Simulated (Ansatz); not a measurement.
Crystal: GaN.

```
Ga N
1.0
     0.00000    2.25350    2.25350
     2.25350    0.00000    2.25350
     2.25350    2.25350    0.00000
Ga N
1 1
Cartesian
  0.0000 0.0000 0.0000
  1.1268 1.1268 1.1268
```

The cell is a database's computed one.

Program: Ansatz 0.2.0. Alike in all runs: potentials or basis Ansatz PAW; cell as given; k mesh 10 × 10 × 10. Hardware: 2 threads of Arm Neoverse V2, on a shared host.

Order these runs on this cell by their wall time, lowest first.
A. task band structure; level BPBE; spin off; cutoff (eV) 420; smearing fermi-dirac 0.05 eV; points for each segment of the path 14
B. task band structure; level LDA; spin SOC, no magnetisation; cutoff (eV) 420; smearing fermi-dirac 0.05 eV; points for each segment of the path 14
C. task Born charges and dielectric tensor; level r2SCAN; spin off; cutoff (eV) 500; smearing fixed

A (2.2 s), B (8.5 s), C (36 s).

Runs at the PBE level aren't shown here.
